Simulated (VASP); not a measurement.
# Ag (Fm-3m) in VASP: a series of runs

One crystal, Ag, is run at these levels: PBE; tasks: relaxation of cell and atoms.

All numbers are computed with VASP 6.6.1; they aren't measurements. Logs are shortened: lines on timing, memory, paths and dates and some standing lists are left out, and cuts for length are marked.

## Step 1: The crystal as given

It takes space group Fm-3m (No. 225, cubic). Conventional cell: a = 4.085 Å, b = 4.085 Å, c = 4.085 Å, α = 90.00°, β = 90.00°, γ = 90.00°. Ag (site symmetry m-3m) is surrounded by 12 Ag at 2.89 Å.

## Step 2: Relaxation of cell and atoms, PBE

The input, INCAR:

```
ALGO = Normal
EDIFF = 1E-6
EDIFFG = -0.01
ENCUT = 600
GGA = PE
IBRION = 2
ISIF = 3
ISMEAR = 1
LASPH = T
LCHARG = F
LREAL = F
LWAVE = F
NELM = 80
NSW = 90
PREC = Accurate
SIGMA = 0.1
```

The input, KPOINTS:

```
k-points
0
Gamma
  16 16 16
```

The input, POSCAR:

```
Ag
1.0
    0.0000000000      2.0427500000      2.0427500000
    2.0427500000      0.0000000000      2.0427500000
    2.0427500000      2.0427500000      0.0000000000
Ag
1
Direct
    0.0000000000      0.0000000000      0.0000000000
```

Potentials or basis: VASP PAW PBE potentials, release 64 (Ag).

Launch:

```bash
cat potpaw_PBE.64/Ag/POTCAR > POTCAR
mpirun -np 1 vasp_std > vasp.out
```

OUTCAR:

```text
EDIFF = 1E-6
   EDIFFG = -0.01
   ENCUT = 600
   GGA = PE
   IBRION = 2
   ISIF = 3
   ISMEAR = 1
   LASPH = T
   LREAL = F
   NELM = 80
   NSW = 90
   PREC = Accurate

 ion  position               nearest neighbor table
   1  0.000  0.000  0.000-

  LATTYP: Found a face centered cubic cell.
 ALAT       =     4.0855000000

  Lattice vectors:

 A1 = (   0.0000000000,   2.0427500000,   2.0427500000)
 A2 = (   2.0427500000,   0.0000000000,   2.0427500000)
 A3 = (   2.0427500000,   2.0427500000,   0.0000000000)

Analysis of symmetry for initial positions (statically):
=====================================================================
 Subroutine PRICEL returns:
 Original cell was already a primitive cell.

 Routine SETGRP: Setting up the symmetry group for a
 face centered cubic supercell.

 Subroutine GETGRP returns: Found 48 space group operations
 (whereof 48 operations were pure point group operations)
 out of a pool of 48 trial point group operations.

The static configuration has the point symmetry O_h .

Analysis of symmetry for dynamics (positions and initial velocities):
=====================================================================
 Subroutine PRICEL returns:
 Original cell was already a primitive cell.

 Routine SETGRP: Setting up the symmetry group for a
 face centered cubic supercell.

 Subroutine GETGRP returns: Found 48 space group operations
 (whereof 48 operations were pure point group operations)
 out of a pool of 48 trial point group operations.

The dynamic configuration has the point symmetry O_h .

 Subroutine INISYM returns: Found 48 space group operations
 (whereof 48 operations are pure point group operations),
 and found     1 'primitive' translations

----------------------------------------------------------------------------------------

                                     Primitive cell

  volume of cell :      17.0481

  direct lattice vectors                    reciprocal lattice vectors
     0.000000000  2.042750000  2.042750000    -0.244768082  0.244768082  0.244768082
     2.042750000  0.000000000  2.042750000     0.244768082 -0.244768082  0.244768082
     2.042750000  2.042750000  0.000000000     0.244768082  0.244768082 -0.244768082

  length of vectors
     2.888884755  2.888884755  2.888884755     0.423950755  0.423950755  0.423950755

  position of ions in fractional coordinates (direct lattice)
     0.000000000  0.000000000  0.000000000

  ion indices of the primitive-cell ions
   primitive index   ion index
                 1           1

----------------------------------------------------------------------------------------

 KPOINTS: k-points

Automatic generation of k-mesh.
 Grid dimensions read from file:
 generate k-points for:   16   16   16

 Generating k-lattice:

  Cartesian coordinates                     Fractional coordinates (reciprocal lattice)
    -0.015298005  0.015298005  0.015298005     0.062500000  0.000000000  0.000000000
     0.015298005 -0.015298005  0.015298005     0.000000000  0.062500000  0.000000000
     0.015298005  0.015298005 -0.015298005     0.000000000  0.000000000  0.062500000

  Length of vectors
     0.026496922  0.026496922  0.026496922

  Shift w.r.t. Gamma in fractional coordinates (k-lattice)
     0.000000000  0.000000000  0.000000000

 Subroutine IBZKPT returns following result:
 ===========================================

 Found    145 irreducible k-points:

 Following reciprocal coordinates:
            Coordinates               Weight
  0.000000  0.000000  0.000000      1.000000
  0.062500  0.000000  0.000000      8.000000
  0.125000  0.000000  0.000000      8.000000
  0.187500  0.000000  0.000000      8.000000
  0.250000  0.000000  0.000000      8.000000
  0.312500  0.000000  0.000000      8.000000
[... 16 lines left out ...]
 -0.125000  0.062500  0.000000     24.000000
 -0.062500  0.062500  0.000000     12.000000
 [... further k-points ...]
   k-points           NKPTS =    145   k-points in BZ     NKDIM =    145   number of bands    NBANDS=      9
   number of dos      NEDOS =    301   number of ions     NIONS =      1
   total plane-waves  NPLWV =  13824
   dimension x,y,z NGX =    24 NGY =   24 NGZ =   24
   dimension x,y,z NGXF=    48 NGYF=   48 NGZF=   48
   ions per type =               1
   NGX,Y,Z   is equivalent  to a cutoff of  13.81, 13.81, 13.81 a.u.
   NGXF,Y,Z  is equivalent  to a cutoff of  27.62, 27.62, 27.62 a.u.
 SYSTEM =  unknown system
   PREC   = accura    normal or accurate (medium, high low for compatibility)
   ISTART =      0    job   : 0-new  1-cont  2-samecut
   ICHARG =      2    charge: 1-file 2-atom 10-const
   ISPIN  =      1    spin polarized calculation?
   LNONCOLLINEAR =      F non collinear calculations
   LSORBIT =      F    spin-orbit coupling
   LASPH  =      T    aspherical Exc in radial PAW
   ENCUT  =  600.0 eV  44.10 Ry    6.64 a.u.   5.77  5.77  5.77*2*pi/ulx,y,z
   NELM   =     80;   NELMIN=  2; NELMDL= -5     # of ELM steps
   EDIFF  = 0.1E-05   stopping-criterion for ELM
   LREAL  =      F    real-space projection
   EDIFFG = -.1E-01   stopping-criterion for IOM
   NSW    =     90    number of steps for IOM
   IBRION =      2    ionic relax: 0-MD 1-quasi-New 2-CG
   NFREE  =      1    steps in history (QN), initial steepest desc. (CG)
   ISIF   =      3    stress and relaxation
   ISYM   =      2    0-nonsym 1-usesym 2-fastsym
   POTIM  = 0.5000    time-step for ionic-motion
   TEBEG  =    0.0;   TEEND  =   0.0 temperature during run
   PSTRESS=    0.0 pullay stress
   NELECT =      11.0000    total number of electrons
   NUPDOWN=      -1.0000    fix difference up-down
   EMIN   =  10.00;   EMAX   =-10.00  energy-range for DOS
   EFERMI =   0.00;   METHOD = LEGACY
   ISMEAR =     1;   SIGMA  =   0.10  broadening in eV -4-tet -1-fermi 0-gaus
   EFERMI_NEDOS =   21; number of points for ismear=-14 and -15
   IALGO  =     38    algorithm
   IMIX   =      4    mixing-type and parameters
     AMIX     =   0.40;   BMIX     =  1.00
     AMIX_MAG =   1.60;   BMIX_MAG =  1.00
  volume/ion in A,a.u.               =      17.05       115.05
  Fermi-wavevector in a.u.,A,eV,Ry     =   1.414644  2.673290 27.228221  2.001218
  Thomas-Fermi vector in A             =   2.536165
   LORBIT       =      0    0 simple, 1 ext, 2 COOP (PROOUT), +10 PAW based schemes
   GGA     = PE    functional components
   LHFCALC =     F    Hartree Fock is set to
   AEXX    =    0.0000 exact exchange contribution
   IVDW    =     0    specifies the selected vdW correction
   LEPSILON=     F    determine dielectric tensor
   LRPA    =     F    only Hartree local field effects (RPA)
 conjugate gradient relaxation of ions
 non-spin polarized calculation
 Methfessel and Paxton  Order N= 1 SIGMA  =   0.10
  energy-cutoff  :      600.00
  volume of cell :       17.05
 maximum number of plane-waves:       588
   NGX = 11   NGY = 11   NGZ = 11

--------------------------------------- Ionic step        1  -------------------------------------------

 number of electron      10.9999999 magnetization

 Free energy of the ion-electron system (eV)
  ---------------------------------------------------
  ext. energy  EPLUGINS =         0.00000000
  ---------------------------------------------------
  free energy    TOTEN  =        -2.70793512 eV

  energy without entropy =       -2.70740679  energy(sigma->0) =       -2.70775901

------------------------ aborting loop because EDIFF is reached ----------------------------------------

  FORCE on cell =-STRESS in cart. coord.  units (eV):
  Direction    XX          YY          ZZ          XY          YZ          ZX
  --------------------------------------------------------------------------------------
  -------------------------------------------------------------------------------------
  Total        0.4823207      0.4823207      0.4823207     -0.0000000      0.0000000      0.0000000
  in kB       45.3284473     45.3284473     45.3284473     -0.0000000      0.0000000      0.0000000
  external PRESSURE =      45.3284473 kB  Pullay stress =       0.0000000 kB
[... 55 lines left out ...]
  energy  without entropy=       -2.7148042097  energy(sigma->0) =       -2.71504791

--------------------------------------- Ionic step        3  -------------------------------------------

 number of electron      11.0000000 magnetization

 Free energy of the ion-electron system (eV)
  ---------------------------------------------------
  ext. energy  EPLUGINS =         0.00000000
  ---------------------------------------------------
  free energy    TOTEN  =        -2.71818785 eV

  energy without entropy =       -2.71768487  energy(sigma->0) =       -2.71802019

 E-fermi :   7.7863     XC(G=0): -11.9502

 val. band max:        7.7579142555   @ k =   0.5000   0.0625   0.0000
 cond. band min:       7.7926986317   @ k =   0.5000   0.1875   0.0625
 fundamental gap:      0.0347843762
 Fermi energy:         7.7863009210

 k-point     1 :       0.0000    0.0000    0.0000
  band No.  band energies     occupation
      1       0.3846      2.00000
      2       3.1849      2.00000
      3       3.1849      2.00000
      4       3.1849      2.00000
      5       4.1413      2.00000
      6       4.1413      2.00000
      7      23.7591      0.00000
      8      27.0784      0.00000
      9      27.0784      0.00000
[... 265 lines left out ...]
 k-point    24 :      -0.0625    0.0625    0.0000
  band No.  band energies     occupation
      1       0.6945      2.00000
      2       3.1060      2.00000
      3       3.2595      2.00000
      4       3.2863      2.00000
      5       4.0685      2.00000
      6       4.1607      2.00000
      7      23.6893      0.00000
      8      25.0899      0.00000
      9      26.4421      0.00000

 [... further k-points ...]

------------------------ aborting loop because EDIFF is reached ----------------------------------------

  FORCE on cell =-STRESS in cart. coord.  units (eV):
  Direction    XX          YY          ZZ          XY          YZ          ZX
  --------------------------------------------------------------------------------------
  -------------------------------------------------------------------------------------
  Total        0.0017301      0.0017301      0.0017301     -0.0000000      0.0000000      0.0000000
  in kB        0.1556127      0.1556127      0.1556127     -0.0000000      0.0000000      0.0000000
  external PRESSURE =       0.1556127 kB  Pullay stress =       0.0000000 kB
[... 16 lines left out ...]
  FREE ENERGIE OF THE ION-ELECTRON SYSTEM (eV)
  ---------------------------------------------------
  free  energy   TOTEN  =        -2.7181878454 eV

  energy  without entropy=       -2.7176848661  energy(sigma->0) =       -2.71802019

 reached required accuracy - stopping structural energy minimisation
```

Run time: 38 s. Hardware: 1 thread of Intel Xeon Platinum 8488C (Sapphire Rapids), shared host; peak memory 0.17 GiB.

What came out:

* Free energy: -2.7182 eV
* Relaxed volume: 17.81 Å³/atom
* Relaxed cell: a = 2.931 Å, b = 2.931 Å, c = 2.931 Å, α = 60.00°, β = 60.00°, γ = 60.00°
* Space group after relaxing (to 0.05 Å): Fm-3m (No. 225)
* Energy gained by relaxing: 10.3 meV/atom
* Ionic steps: 3
* Pressure after relaxing: 0.0 GPa
* Band gap on the k mesh: none (metal or under the smearing width)

The path:
```csv
step,energy change (eV),largest force (eV/Å),pressure (GPa),volume (Å³)
1,0.0000,0.0000,4.53,17.05
2,-0.0072,0.0000,-2.08,18.27
3,-0.0103,0.0000,0.02,17.81
```

Final structure:
```
Ag
1.0
     0.00000    2.07287    2.07287
     2.07287    0.00000    2.07287
     2.07287    2.07287    0.00000
Ag
1
Cartesian
  0.0000 0.0000 0.0000
```

Levels at points of the mesh, in eV from the Fermi level:
| k point | band 3 | band 4 | band 5 | band 6 | band 7 | band 8 | band 9 |
| --- | --- | --- | --- | --- | --- | --- | --- |
| (0.00, 0.00, 0.00) | -4.60 | -4.60 | -3.65 | -3.65 | 15.97 | 19.29 | 19.29 |
| (0.50, 0.00, 0.00) | -4.62 | -2.91 | -2.91 | -0.23 | 3.42 | 15.20 | 17.47 |
| (0.50, 0.50, 0.00) | -2.94 | -2.72 | -2.72 | 1.70 | 6.46 | 10.49 | 10.49 |

PBE usually gives volumes a little too large and moduli too small. Zero-point motion and thermal expansion aren't in these numbers.

## Step 3: Relaxation of cell and atoms, PBE

This run uses another cell than the first one, of 17.81 Å³/atom, 1.045 times its volume.

Edit INCAR of step 2 so:

```diff
@@ -1,4 +1,4 @@
 ALGO = Normal
-EDIFF = 1E-6
-EDIFFG = -0.01
+EDIFF = 1E-7
+EDIFFG = -0.005
 ENCUT = 600
```

KPOINTS is that of step 2.

The input, POSCAR:

```
Ag                                      
1.0
    0.0000000000      2.0728699247      2.0728699247
    2.0728699247      0.0000000000      2.0728699247
    2.0728699247      2.0728699247      0.0000000000
  Ag            
     1
Direct
     0.0000000000000000    0.0000000000000000    0.0000000000000000
```

Potentials or basis: VASP PAW PBE potentials, release 64 (Ag).

Launch:

```bash
cat potpaw_PBE.64/Ag/POTCAR > POTCAR
mpirun -np 1 vasp_std > vasp.out
```

Wall time 22 s (1 thread of Intel Xeon Platinum 8488C (Sapphire Rapids), shared host); peak memory 0.15 GiB.

The run converged. Its results:

- Free energy: -2.7187 eV
- Pressure after relaxing: 0.0 GPa
- Band gap on the k mesh: none (metal or under the smearing width)

Final structure:
```
Ag
1.0
     0.00000    2.07287    2.07287
     2.07287    0.00000    2.07287
     2.07287    2.07287    0.00000
Ag
1
Cartesian
  0.0000 0.0000 0.0000
```

Levels at points of the mesh, in eV from the Fermi level:
| k point | band 2 | band 3 | band 4 | band 5 | band 6 | band 7 | band 8 | band 9 |
| --- | --- | --- | --- | --- | --- | --- | --- | --- |
| (0.00, 0.00, 0.00) | -4.60 | -4.60 | -4.60 | -3.65 | -3.65 | 15.97 | 19.29 | 19.29 |
| (0.50, 0.00, 0.00) | -4.62 | -4.62 | -2.91 | -2.91 | -0.23 | 3.42 | 15.20 | 17.47 |
| (0.50, 0.50, 0.00) | -5.99 | -2.94 | -2.72 | -2.72 | 1.70 | 6.46 | 10.49 | 10.49 |

Caveat: the relaxation stopped at its first step, so nothing moved.

## Step 4: Relaxation of cell and atoms, PBE

The input, INCAR:

```
  PREC = Accurate
  ENCUT = 600
  EDIFF = 1E-6
  ISMEAR = 1
  SIGMA = 0.1
  LREAL = F
  LASPH = T
  NELM = 80
  ALGO = Normal
  ISIF = 3
  LWAVE = F
  LCHARG = F
  GGA = PE
  IBRION = 2
  NSW = 90
  EDIFFG = -0.01
  KPAR = 2
```

The input, KPOINTS:

```
regular mesh
0
Gamma
  16 16 16
```

The input, POSCAR:

```
Ag
1.0
    0.0000000000      2.0427500000      2.0427500000
    2.0427500000      0.0000000000      2.0427500000
    2.0427500000      2.0427500000      0.0000000000
Ag
1
Direct
    0.0000000000      0.0000000000      0.0000000000
```

Potentials or basis: VASP PAW PBE potentials, release 64 (Ag).

Launch:

```bash
cat potpaw_PBE.64/Ag/POTCAR > POTCAR
mpirun -np 2 vasp_std > vasp.out
```

OUTCAR:

```text
PREC = Accurate
   ENCUT = 600
   EDIFF = 1E-6
   ISMEAR = 1
   LREAL = F
   LASPH = T
   NELM = 80
   ISIF = 3
   GGA = PE
   IBRION = 2
   NSW = 90
   EDIFFG = -0.01

 ion  position               nearest neighbor table
   1  0.000  0.000  0.000-

  LATTYP: Found a face centered cubic cell.
 ALAT       =     4.0855000000

  Lattice vectors:

 A1 = (   0.0000000000,   2.0427500000,   2.0427500000)
 A2 = (   2.0427500000,   0.0000000000,   2.0427500000)
 A3 = (   2.0427500000,   2.0427500000,   0.0000000000)

Analysis of symmetry for initial positions (statically):
=====================================================================
 Subroutine PRICEL returns:
 Original cell was already a primitive cell.

[... 255 lines left out ...]
 Fermi energy:         7.7863008900

 k-point     1 :       0.0000    0.0000    0.0000
  band No.  band energies     occupation
      1       0.3846      2.00000
      2       3.1849      2.00000
      3       3.1849      2.00000
      4       3.1849      2.00000
      5       4.1413      2.00000
      6       4.1413      2.00000
      7      23.7591      0.00000
      8      27.0784      0.00000
      9      27.0784      0.00000
[... 265 lines left out ...]
 k-point    24 :      -0.0625    0.0625    0.0000
  band No.  band energies     occupation
      1       0.6945      2.00000
      2       3.1060      2.00000
      3       3.2595      2.00000
      4       3.2863      2.00000
      5       4.0685      2.00000
      6       4.1607      2.00000
      7      23.6893      0.00000
      8      25.0899      0.00000
      9      26.4421      0.00000

 [... further k-points ...]

------------------------ aborting loop because EDIFF is reached ----------------------------------------

  FORCE on cell =-STRESS in cart. coord.  units (eV):
  Direction    XX          YY          ZZ          XY          YZ          ZX
  --------------------------------------------------------------------------------------
  -------------------------------------------------------------------------------------
  Total        0.0017301      0.0017301      0.0017301      0.0000000      0.0000000      0.0000000
  in kB        0.1556113      0.1556113      0.1556113      0.0000000      0.0000000      0.0000000
  external PRESSURE =       0.1556113 kB  Pullay stress =       0.0000000 kB
[... 16 lines left out ...]
  FREE ENERGIE OF THE ION-ELECTRON SYSTEM (eV)
  ---------------------------------------------------
  free  energy   TOTEN  =        -2.7181878454 eV

  energy  without entropy=       -2.7176848661  energy(sigma->0) =       -2.71802019

 reached required accuracy - stopping structural energy minimisation
```

CONTCAR:

```text
Ag
   1.00000000000000
    -0.0000000000000000    2.0728699263344295    2.0728699263344295
     2.0728699263344295   -0.0000000000000000    2.0728699263344295
     2.0728699263344295    2.0728699263344295   -0.0000000000000000
  Ag
     1
Direct
     0.0000000000000000    0.0000000000000000    0.0000000000000000

  0.00000000E+00  0.00000000E+00  0.00000000E+00
```

It took 30 s on 2 MPI ranks of Intel Xeon Platinum 8488C (Sapphire Rapids), shared host; peak memory 0.15 GiB.

What came out:

- Free energy: -2.7182 eV
- Relaxed volume: 17.81 Å³/atom
- Relaxed cell: a = 2.931 Å, b = 2.931 Å, c = 2.931 Å, α = 60.00°, β = 60.00°, γ = 60.00°
- Space group after relaxing (to 0.05 Å): Fm-3m (No. 225)
- Energy gained by relaxing: 10.3 meV/atom
- Ionic steps: 3
- Pressure after relaxing: 0.0 GPa
- Band gap on the k mesh: none (metal or under the smearing width)

The path:
| step | energy change (eV) | largest force (eV/Å) | pressure (GPa) | volume (Å³) |
| --- | --- | --- | --- | --- |
| 1 | 0.0000 | 0.0000 | 4.53 | 17.05 |
| 2 | -0.0072 | 0.0000 | -2.08 | 18.27 |
| 3 | -0.0103 | 0.0000 | 0.02 | 17.81 |

Final structure:
```
CELL_PARAMETERS angstrom
0.00000 2.07287 2.07287
2.07287 0.00000 2.07287
2.07287 2.07287 0.00000
ATOMIC_POSITIONS crystal
Ag 0.00000 0.00000 0.00000
```

Levels at points of the mesh, in eV from the Fermi level:
```
           k point  band 4  band 5  band 6  band 7  band 8  band 9
(0.00, 0.00, 0.00)   -4.60   -3.65   -3.65   15.97   19.29   19.29
(0.50, 0.00, 0.00)   -2.91   -2.91   -0.23    3.42   15.20   17.47
(0.50, 0.50, 0.00)   -2.72   -2.72    1.70    6.46   10.49   10.49
```

## Step 5: Relaxation of cell and atoms, PBE

This run uses another cell than the first one, of 17.81 Å³/atom, 1.045 times its volume.

Edit INCAR of step 4 so:

```diff
@@ -2,3 +2,3 @@
   ENCUT = 600
-  EDIFF = 1E-6
+  EDIFF = 1E-7
   ISMEAR = 1
@@ -15,3 +15,3 @@
   NSW = 90
-  EDIFFG = -0.01
+  EDIFFG = -0.005
   KPAR = 2
```

KPOINTS is that of step 4.

The input, POSCAR:

```
Ag                                      
1.0
   -0.0000000000      2.0728699263      2.0728699263
    2.0728699263     -0.0000000000      2.0728699263
    2.0728699263      2.0728699263     -0.0000000000
  Ag            
     1
Direct
     0.0000000000000000    0.0000000000000000    0.0000000000000000
```

Launch:

```bash
cat potpaw_PBE.64/Ag/POTCAR > POTCAR
mpirun -np 2 vasp_std > vasp.out
```

Wall time 10 s (2 MPI ranks of Intel Xeon Platinum 8488C (Sapphire Rapids), shared host); peak memory 0.15 GiB.

The run converged. Its results:

```
Free energy             : -2.7187 eV
Pressure after relaxing : 0.0 GPa
Band gap on the k mesh  : none (metal or under the smearing width)
```

Final structure:
```
CELL_PARAMETERS angstrom
0.00000 2.07287 2.07287
2.07287 0.00000 2.07287
2.07287 2.07287 0.00000
ATOMIC_POSITIONS crystal
Ag 0.00000 0.00000 0.00000
```

Levels at points of the mesh, in eV from the Fermi level:
```
           k point  band 2  band 3  band 4  band 5  band 6  band 7  band 8  band 9
(0.00, 0.00, 0.00)   -4.60   -4.60   -4.60   -3.65   -3.65   15.97   19.29   19.29
(0.50, 0.00, 0.00)   -4.62   -4.62   -2.91   -2.91   -0.23    3.42   15.20   17.47
(0.50, 0.50, 0.00)   -5.99   -2.94   -2.72   -2.72    1.70    6.46   10.49   10.49
```

Caveat: the relaxation stopped at its first step, so nothing moved.
